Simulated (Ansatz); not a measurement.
# Zn (P6_3/mmc) in Ansatz: further runs

Runs on Zn. Level: PBEsol. Tasks: relaxation of cell and atoms.

Program: Ansatz 0.2.0. These are calculated values, not measurements. Logs are shortened: lines on timing, memory, paths and dates and some standing lists are left out, and cuts for length are marked.

## 1. The structure

The structure is hexagonal, space group P6_3/mmc (No. 194). Conventional cell: a = 2.670 Å, b = 2.670 Å, c = 4.966 Å, α = 90.00°, β = 90.00°, γ = 120.00°. Around Zn (site symmetry -6m2) lie 12 Zn at 2.67 to 2.92 Å.

## 2. Relaxation of cell and atoms, PBEsol

Contents of input.yaml:

```yaml
crystal:
  lattice:
    - [2.67, 0.0, 0.0]
    - [-1.335, 2.3122878281, 0.0]
    - [0.0, 0.0, 4.966]
  atoms:
    - { symbol: Zn, position: [0.6666666667, 0.3333333333, 0.75] }
    - { symbol: Zn, position: [0.3333333333, 0.6666666667, 0.25] }
kpoints:
  mp_grid: { grid: [11, 11, 6] }
scf:
  occupations: { method: fermi_dirac, width: 0.05 }
hamiltonian:
  xc: pbesol
  pseudopotentials: { kind: all_electron, lapw: { basis_error: 0.001 } }
output:
  forces: true
  stress: true
relax:
  f_tol: 0.02
  max_steps: 60
  cell: {}
```

Potentials or basis: all-electron LAPW, scalar-relativistic.

Run with:

```bash
ansatz run input.yaml --threads 1 --pin off --max-ram 3072MiB --backend cpu --events-out ev --progress --plain --runs-dir out
```

What it wrote:

```text
Warning: RAYON_NUM_THREADS=1 ignored (pool sized by the plan → 1); use --threads N
The last accepted step is kept in <dir> (removed where the run ends without a failure and the disk answers)
LAPW: plane waves up to 8.634 Å⁻¹, error target 1.0e-3 eV per atom; small_component_spin mean_spin; Zn in spheres of 1.295 Å, 20 of its electrons in bands, Dirac shells [] (how accurate: hamiltonian.pseudopotentials.lapw.basis_error, Limitations)
Engine: ansatz 0.2.0, x86_64-unknown-linux-gnu
Pseudopotentials: kind: all_electron
Pseudopotential: Zn, LAPW, valence charge 20, lapw/all_electron/scalar/gaussian/Zn, Koelling and Harmon's equation, gaussian nucleus
Functional definition: PBEsol
  exchange = pbesol_x
  correlation = pbesol_c
Crystal: 2 atoms, lattice volume = 30.659 Å³
Basis set: ecut = 284.0374045836361 eV, 337 PW (Γ), exchange–correlation at level 2
Bands: 24, of which v1, the nominal top of the filled ones, is band 20 counted from 1 (19 counted from 0)
Symmetry: 24 space group operations
Space group: P63/mmc (ITA 194), of the structure as read, at distance tolerance 3.1e-5 Å
k-points: 64 of 726
Non-local potential: Zn, projectors of the file, none
Initial density: superposition of atomic densities (chi_scale 0.1, normalization cell)
Initial wavefunctions: plane waves of lowest kinetic energy (no species holds an atomic orbital)
Functional: x = pbesol(κ = 0.804, μ = 0.12345679012345678), c = pbesol(β = 0.046)
iter 1 solved again at ethr=2.41e-4 eV; its pass at ethr=1.00e-1 eV (dr2=9.62e-2 eV) is discarded
SCF iter   1: F=—  HF=-97670.028060 eV  |F-HF|=—  |Δ(HF+E_count)|=         —  Δρ=2.21e-2  dr2=9.65e-2  ethr=2.41e-4  ⟨swp⟩=2.9  Hψ=10028  notcnv=0
preconditioner: auto → Kerker (q_TF=auto, 2.852 Å⁻¹)  [metal: Δε(μ)=0.072 eV  Ē_g=12.296 eV  σ=0.050 eV  W_gap=0.33  n_scr=10 (ndim 8)  ℏωp=32.9 eV  f_vac=0.000  D(μ)=0.57/eV (n_scr^D=2)]
SCF iter   2: F=—  HF=-97669.903674 eV  |F-HF|=—  |Δ(HF+E_count)|=   1.24e-1  Δρ=8.47e-3  dr2=1.88e-2  ethr=2.41e-4  ⟨swp⟩=3.0  Hψ=5016  notcnv=0
SCF iter   3: F=—  HF=-97669.779832 eV  |F-HF|=—  |Δ(HF+E_count)|=   1.24e-1  Δρ=9.93e-3  dr2=2.36e-2  ethr=4.70e-5  ⟨swp⟩=3.0  Hψ=4816  notcnv=0
SCF iter   4: F=—  HF=-97669.771099 eV  |F-HF|=—  |Δ(HF+E_count)|=   8.73e-3  Δρ=4.02e-3  dr2=4.72e-3  ethr=4.70e-5  ⟨swp⟩=2.0  Hψ=4400  notcnv=0
iter 5 solved again at ethr=2.76e-7 eV; its pass at ethr=1.18e-5 eV (dr2=1.10e-4 eV) is discarded
SCF iter   5: F=—  HF=-97669.771584 eV  |F-HF|=—  |Δ(HF+E_count)|=   4.85e-4  Δρ=6.43e-4  dr2=1.10e-4  ethr=2.76e-7  ⟨swp⟩=2.0  Hψ=7546  notcnv=0
SCF iter   6: F=—  HF=-97669.771548 eV  |F-HF|=—  |Δ(HF+E_count)|=   3.58e-5  Δρ=1.35e-4  dr2=5.31e-6  ethr=2.75e-7  ⟨swp⟩=2.0  Hψ=4398  notcnv=0
SCF iter   7: F=—  HF=-97669.771546 eV  |F-HF|=—  |Δ(HF+E_count)|=   2.03e-6  Δρ=2.64e-5  dr2=2.82e-7  ethr=1.33e-8  ⟨swp⟩=2.0  Hψ=4398  notcnv=0
SCF iter   8: F=-97669.771546 eV  HF=-97669.771546 eV  |F-HF|=2.35e-8  |Δ(HF+E_count)|=   5.95e-8  Δρ=5.34e-6  dr2=8.81e-9  ethr=7.04e-10  ⟨swp⟩=2.0  Hψ=4398  notcnv=0
SCF 1 converged in 8 iterations: F = -97669.771546 eV  dr2 = 8.81e-9
relax step   1: F+E_penalty+E_count = -97669.77154622 eV  Δ(F+E_penalty+E_count) = +0.000e0 eV  max|allowed force component| = 2.544e-17 eV/Å  Δτ_max = 0.0000 Å  P = -5.621 GPa  Ω = 30.659 Å³  (8 SCF iters, accepted)
Crystal: 2 atoms, lattice volume = 28.678 Å³
Basis set: ecut = 296.97118375038974 eV, 337 PW (Γ), exchange–correlation at level 2
Initial density: handed on by an earlier stage of this run
Initial wavefunctions: those handed on with the density
iter 1 solved again at ethr=1.56e-6 eV; its pass at ethr=1.00e-1 eV (dr2=6.26e-4 eV) is discarded
SCF iter   1: F=—  HF=-97669.820184 eV  |F-HF|=—  |Δ(HF+E_count)|=         —  Δρ=1.37e-3  dr2=6.18e-4  ethr=1.56e-6  ⟨swp⟩=4.5  Hψ=9687  notcnv=0
preconditioner: auto → Kerker (q_TF=auto, 2.884 Å⁻¹)  [metal: Δε(μ)=0.022 eV  Ē_g=13.393 eV  σ=0.050 eV  W_gap=0.11  n_scr=10 (ndim 8)  ℏωp=34.0 eV  f_vac=0.000  D(μ)=0.34/eV (n_scr^D=2)]
SCF iter   2: F=—  HF=-97669.819878 eV  |F-HF|=—  |Δ(HF+E_count)|=   3.06e-4  Δρ=8.60e-4  dr2=2.64e-4  ethr=1.55e-6  ⟨swp⟩=2.0  Hψ=4372  notcnv=0
SCF iter   3: F=—  HF=-97669.819629 eV  |F-HF|=—  |Δ(HF+E_count)|=   2.49e-4  Δρ=7.81e-4  dr2=2.17e-4  ethr=6.59e-7  ⟨swp⟩=2.0  Hψ=4372  notcnv=0
SCF iter   4: F=—  HF=-97669.819560 eV  |F-HF|=—  |Δ(HF+E_count)|=   6.82e-5  Δρ=2.48e-4  dr2=2.27e-5  ethr=5.44e-7  ⟨swp⟩=2.0  Hψ=4372  notcnv=0
iter 5 solved again at ethr=4.22e-10 eV; its pass at ethr=5.66e-8 eV (dr2=1.69e-7 eV) is discarded
SCF iter   5: F=—  HF=-97669.819554 eV  |F-HF|=—  |Δ(HF+E_count)|=   5.89e-6  Δρ=2.35e-5  dr2=1.69e-7  ethr=4.22e-10  ⟨swp⟩=2.2  Hψ=7537  notcnv=0
SCF iter   6: F=-97669.819554 eV  HF=-97669.819554 eV  |F-HF|=1.46e-10  |Δ(HF+E_count)|=   1.69e-8  Δρ=5.90e-6  dr2=9.51e-9  ethr=4.22e-10  ⟨swp⟩=2.0  Hψ=4372  notcnv=0
[... 22 lines left out ...]
SCF iter   3: F=—  HF=-97669.826963 eV  |F-HF|=—  |Δ(HF+E_count)|=   1.82e-5  Δρ=1.78e-4  dr2=1.04e-5  ethr=2.29e-8  ⟨swp⟩=2.0  Hψ=4357  notcnv=0
SCF iter   4: F=—  HF=-97669.826959 eV  |F-HF|=—  |Δ(HF+E_count)|=   3.27e-6  Δρ=5.78e-5  dr2=1.14e-6  ethr=2.29e-8  ⟨swp⟩=2.0  Hψ=4357  notcnv=0
iter 5 solved again at ethr=1.15e-11 eV; its pass at ethr=2.64e-9 eV (dr2=4.94e-9 eV) is discarded
SCF iter   5: F=-97669.826959 eV  HF=-97669.826959 eV  |F-HF|=6.69e-10  |Δ(HF+E_count)|=   2.90e-7  Δρ=4.37e-6  dr2=4.91e-9  ethr=1.15e-11  ⟨swp⟩=2.5  Hψ=7550  notcnv=0
SCF 4 converged in 5 iterations: F = -97669.826959 eV  dr2 = 4.91e-9
relax step   4: F+E_penalty+E_count = -97669.82695918 eV  Δ(F+E_penalty+E_count) = -2.637e-3 eV  max|allowed force component| = 9.946e-17 eV/Å  Δτ_max = 0.0000 Å  P = +0.362 GPa  Ω = 27.965 Å³  (5 SCF iters, accepted)
Crystal: 2 atoms, lattice volume = 28.080 Å³
Basis set: ecut = 301.1764278771138 eV, 337 PW (Γ), exchange–correlation at level 2
iter 1 solved again at ethr=5.65e-9 eV; its pass at ethr=1.00e-1 eV (dr2=2.26e-6 eV) is discarded
SCF iter   1: F=—  HF=-97669.827072 eV  |F-HF|=—  |Δ(HF+E_count)|=         —  Δρ=8.42e-5  dr2=2.13e-6  ethr=5.65e-9  ⟨swp⟩=5.2  Hψ=9725  notcnv=0
preconditioner: auto → Kerker (q_TF=auto, 2.894 Å⁻¹)  [metal: Δε(μ)=0.129 eV  Ē_g=13.531 eV  σ=0.050 eV  W_gap=0.43  n_scr=10 (ndim 8)  ℏωp=34.3 eV  f_vac=0.000  D(μ)=0.40/eV (n_scr^D=2)]
SCF iter   2: F=—  HF=-97669.827070 eV  |F-HF|=—  |Δ(HF+E_count)|=   1.38e-6  Δρ=5.21e-5  dr2=9.14e-7  ethr=5.33e-9  ⟨swp⟩=2.1  Hψ=4367  notcnv=0
SCF iter   3: F=—  HF=-97669.827069 eV  |F-HF|=—  |Δ(HF+E_count)|=   1.18e-6  Δρ=4.77e-5  dr2=7.57e-7  ethr=2.28e-9  ⟨swp⟩=2.0  Hψ=4357  notcnv=0
SCF iter   4: F=-97669.827069 eV  HF=-97669.827069 eV  |F-HF|=2.61e-8  |Δ(HF+E_count)|=   2.43e-7  Δρ=1.50e-5  dr2=7.70e-8  ethr=1.89e-9  ⟨swp⟩=2.0  Hψ=4357  notcnv=0
SCF 5 converged in 4 iterations: F = -97669.827069 eV  dr2 = 7.70e-8
relax step   5: F+E_penalty+E_count = -97669.82706875 eV  Δ(F+E_penalty+E_count) = -1.096e-4 eV  max|allowed force component| = 1.446e-17 eV/Å  Δτ_max = 0.0000 Å  P = +0.001 GPa  Ω = 28.080 Å³  (4 SCF iters, accepted)
Crystal: 2 atoms, lattice volume = 28.068 Å³
Basis set: ecut = 301.2582296843332 eV, 337 PW (Γ), exchange–correlation at level 2
iter 1 solved again at ethr=1.02e-9 eV; its pass at ethr=1.00e-1 eV (dr2=4.08e-7 eV) is discarded
SCF iter   1: F=—  HF=-97669.827081 eV  |F-HF|=—  |Δ(HF+E_count)|=         —  Δρ=6.64e-5  dr2=1.43e-6  ethr=1.02e-9  ⟨swp⟩=5.2  Hψ=9936  notcnv=0
preconditioner: auto → Kerker (q_TF=auto, 2.894 Å⁻¹)  [metal: Δε(μ)=0.053 eV  Ē_g=13.546 eV  σ=0.050 eV  W_gap=0.25  n_scr=10 (ndim 8)  ℏωp=34.3 eV  f_vac=0.000  D(μ)=0.42/eV (n_scr^D=2)]
SCF iter   2: F=—  HF=-97669.827081 eV  |F-HF|=—  |Δ(HF+E_count)|=   2.50e-7  Δρ=4.66e-5  dr2=7.25e-7  ethr=1.02e-9  ⟨swp⟩=2.0  Hψ=4357  notcnv=0
SCF iter   3: F=—  HF=-97669.827081 eV  |F-HF|=—  |Δ(HF+E_count)|=   6.90e-9  Δρ=1.71e-5  dr2=9.51e-8  ethr=1.02e-9  ⟨swp⟩=2.0  Hψ=4360  notcnv=0
SCF iter   4: F=-97669.827081 eV  HF=-97669.827081 eV  |F-HF|=8.64e-9  |Δ(HF+E_count)|=   2.24e-7  Δρ=7.18e-6  dr2=1.60e-8  ethr=2.38e-10  ⟨swp⟩=2.0  Hψ=4361  notcnv=0
SCF 6 converged in 4 iterations: F = -97669.827081 eV  dr2 = 1.60e-8
relax step   6: F+E_penalty+E_count = -97669.82708068 eV  Δ(F+E_penalty+E_count) = -1.193e-5 eV  max|allowed force component| = 4.626e-17 eV/Å  Δτ_max = 0.0000 Å  P = +0.012 GPa  Ω = 28.068 Å³  (4 SCF iters, accepted)
iter 1 solved again at ethr=7.08e-11 eV; its pass at ethr=1.00e-1 eV (dr2=2.83e-8 eV) is discarded
SCF iter   1: F=—  HF=-97669.827106 eV  |F-HF|=—  |Δ(HF+E_count)|=         —  Δρ=8.48e-6  dr2=1.33e-8  ethr=7.08e-11  ⟨swp⟩=5.0  Hψ=12234  notcnv=0  reapply=51
preconditioner: auto → Kerker (q_TF=auto, 2.894 Å⁻¹)  [metal: Δε(μ)=0.054 eV  Ē_g=13.546 eV  σ=0.050 eV  W_gap=0.25  n_scr=10 (ndim 8)  ℏωp=34.3 eV  f_vac=0.000  D(μ)=0.42/eV (n_scr^D=2)]
SCF iter   2: F=-97669.827106 eV  HF=-97669.827106 eV  |F-HF|=1.04e-8  |Δ(HF+E_count)|=   3.83e-9  Δρ=5.54e-6  dr2=7.31e-9  ethr=3.32e-11  ⟨swp⟩=2.0  Hψ=4357  notcnv=0
SCF 7 converged in 2 iterations: F = -97669.827106 eV  dr2 = 7.31e-9
relax step   7: F+E_penalty+E_count = -97669.82710559 eV  Δ(F+E_penalty+E_count) = -2.491e-5 eV  max|allowed force component| = 3.469e-17 eV/Å  Δτ_max = 0.0000 Å  P = +0.012 GPa  Ω = 28.068 Å³  stress off target by 2.91e-2 GPa  SCF on the basis re-selected at this cell (its energy is not comparable with the rows above)  (2 SCF iters)
basis re-selected at this cell: Δ(F+E_penalty+E_count) = -2.491e-5 eV, ΔP = -0.001 GPa vs the last step (what re-selecting the basis moved, after the strain that the cell walked since its last selection, with what the two solves' SCF thresholds leave and, on support functions, any second-order correction that the steps lacked; it is no measure of the basis error at this ecutwfc). This SCF's stress stands 2.91e-2 GPa from its target on what of the cell is left free (relax.cell.stress_tol is 5.00e-2 GPa) and its largest allowed force component is 3.47e-17 eV/Å (relax.f_tol is 2.00e-2 eV/Å): within both
SCF converged after 2 iterations
Free energy (F): -97669.827106 eV
Harris-Foulkes:  -97669.827106 eV  (|F-HF|=1.04e-8)
Internal energy: -97669.823713 eV  (E = F + TS)
E sigma→0 (E₀):  -97669.825409 eV
Entropy (-TS):   -0.003392 eV (-1.696 meV/atom)
Fermi energy:    15.218746 eV
--- Per-component energies (eV) ---
  E_band       = -1037.006524
  E_kinetic    = 99456.735799
  E_xc         = -3823.191726
  E_electrostatic = -193303.367787  (all electrons and nuclei)
  E_smearing   = -0.003392  (= −TS)
  E_closure    = 0.000000  (closes the sum)
  E_atoms      = -97666.664271  (free atoms, spherical and without spin; not in F)
  Σ components = -97669.827106   (vs F -97669.827106, Δ=0.00e0)
  Basis errors (estimates in eV, not in F): energy 3.0e-4 per atom: plane waves 2.9e-4 (1.6e-4 summed), levels above the bands 4.9e-32, relativity 8.9e-9, radial functions 7.7e-6, core shells 1.6e-11; eigenvalues (radial functions only) 7.7e-6; not estimated: angular momenta, meshes, grids; target (lapw.basis_error) 1.0e-3; muffin-tin radii Zn 1.257 Å
--- Forces (eV/Å), atoms counted from 1 ---
  atom   1  Zn    -0.00000000     0.00000000    -0.00000000
  atom   2  Zn     0.00000000    -0.00000000     0.00000000
  max |Σ_I F_I| component: 1.39e-17 eV/Å
--- Stress (GPa, compression-positive) ---
        0.029141      -0.000000      -0.000000
       -0.000000       0.029141       0.000000
        0.000000       0.000000      -0.023756
  P = ⅓ Tr σ = 0.0115 GPa (0.115 kbar)
--- Relaxed structure (6 steps of the walk, 6 accepted, 1 SCFs on fresh bases) ---
  F+E_penalty+E_count = -97669.82710559 eV   max|allowed force component| = 3.469e-17 eV/Å   (the final SCF, on the basis selected at the relaxed cell)
  cell:  # Å, volume = 28.0682 Å³
    - [2.640678011253765, -1.577087890132747e-32, 6.845742333728691e-33]
    - [-1.3203390056268824, 2.2868942409607302, -6.648022369076103e-33]
    - [1.558466317209708e-32, -6.926516965376477e-33, 4.647862413912599]
  atoms:
    - { symbol: Zn, position: [0.6666666666666665, 0.3333333333333333, 0.7499999999999999] }
    - { symbol: Zn, position: [0.3333333333333333, 0.6666666666666666, 0.25] }
```

It took 79 s on 1 thread of AMD EPYC (Zen 3), shared host; peak memory 0.39 GiB.

What came out:

| Item | Value |
| --- | --- |
| Free energy | -97669.8271 eV |
| Relaxed volume | 14.03 Å³/atom |
| Relaxed cell | a = 2.641 Å, b = 2.641 Å, c = 4.648 Å, α = 90.00°, β = 90.00°, γ = 120.00° |
| Space group after relaxing (to 0.05 Å) | P6_3/mmc (No. 194) |
| Energy gained by relaxing | 27.8 meV/atom |
| Ionic steps | 7 |
| Pressure after relaxing | 0.0 GPa |

The path:
| step | energy change (eV) | largest force (eV/Å) | volume (Å³) |
| --- | --- | --- | --- |
| 1 | 0.0000 | 0.0000 | 30.66 |
| 2 | -0.0480 | 0.0000 | 28.68 |
| 3 | -0.0528 | 0.0000 | 27.53 |
| 4 | -0.0554 | 0.0000 | 27.96 |
| 5 | -0.0555 | 0.0000 | 28.08 |
| 6 | -0.0555 | 0.0000 | 28.07 |
| 7 | -0.0556 | 0.0000 | 28.07 |

Final structure:
```
CELL_PARAMETERS angstrom
2.64068 0.00000 0.00000
-1.32034 2.28689 0.00000
0.00000 0.00000 4.64786
ATOMIC_POSITIONS crystal
Zn 0.66667 0.33333 0.75000
Zn 0.33333 0.66667 0.25000
```

## 3. Relaxation of cell and atoms, PBEsol, target pressure 5 GPa, at which the enthalpy is minimised

Edit input.yaml of step 2 so:

```diff
@@ -21,2 +21,2 @@
   max_steps: 60
-  cell: {}
+  cell: { p_target: 5 }
```

Potentials or basis: all-electron LAPW, scalar-relativistic.

Run with:

```bash
ansatz run input.yaml --threads 1 --pin off --max-ram 3072MiB --backend cpu --events-out ev --progress --plain --runs-dir out
```

It took 1.7 min on 1 thread of AMD EPYC (Zen 3), shared host; peak memory 0.39 GiB.

Results (log left out):

```
Free energy                                            : -97669.8217 eV
Relaxed volume                                         : 13.31 Å³/atom
Relaxed cell                                           : a = 2.650 Å, b = 2.650 Å, c = 4.377 Å, α = 90.00°, β = 90.00°, γ = 120.00°
Space group after relaxing (to 0.05 Å)                 : P6_3/mmc (No. 194)
Energy change on relaxing (the enthalpy is what falls) : -25.1 meV/atom
Ionic steps                                            : 9
Pressure after relaxing                                : 5.0 GPa
```

Step by step:
| step | energy change (eV) | largest force (eV/Å) | volume (Å³) |
| --- | --- | --- | --- |
| 1 | 0.0000 | 0.0000 | 30.66 |
| 2 | -0.0478 | 0.0000 | 27.76 |
| 3 | -0.0154 | 0.0000 | 26.07 |
| 4 | -0.0261 | 0.0000 | 26.12 |
| 5 | -0.0458 | 0.0000 | 26.61 |
| 6 | -0.0522 | 0.0000 | 26.70 |
| 7 | -0.0501 | 0.0000 | 26.63 |
| 8 | -0.0500 | 0.0000 | 26.63 |
| 9 | -0.0502 | 0.0000 | 26.63 |

Final structure:
```xyz
2
Lattice="2.6504 0.0000 0.0000 -1.3252 2.2953 0.0000 0.0000 0.0000 4.3769" Properties=species:S:1:pos:R:3 pbc="T T T"
Zn    1.3252    0.7651    3.2826
Zn    0.0000    1.5302    1.0942
```
